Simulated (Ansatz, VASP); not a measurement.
# One calculation of HfN, two programs

```
Hf N
1.0
     0.00000    2.23403    2.23403
     2.23403    0.00000    2.23403
     2.23403    2.23403    0.00000
Hf N
1 1
Cartesian
  0.0000 0.0000 0.0000
  2.2340 2.2340 2.2340
```

Alike in both runs: functional LDA; k mesh 16 × 16 × 16; occupations gaussian, width 0.1 eV; no spin polarisation.

Ansatz relaxed the structure, and its values are those at the end. VASP's run is a single point on that final structure, the one shown.

|  | VASP | Ansatz |
| --- | --- | --- |
| version | VASP 6.6.1 | Ansatz 0.2.0 |
| potentials or method | VASP PAW LDA potentials, release 64 (Hf_pv, N) | scalar-relativistic, plane waves, PAW |
| plane-wave cutoff (eV) | 520 | 420 |
| valence electrons in the cell | 15 | 31 |

VASP gave:

| Quantity | Value |
| --- | --- |
| gap on the k mesh at the Fermi level (eV) | none |
| pressure (GPa) | -1.2 |

Problem. What did Ansatz give for the same quantities?

Solution. gap on the k mesh at the Fermi level (eV): none; pressure (GPa): 0.0.

A gap of «none» marks a metal or a gap that the smearing closes. The two sets of potentials don't hold the same shells in valence.

The runs have no spin-orbit coupling, so splittings on Hf are missing.
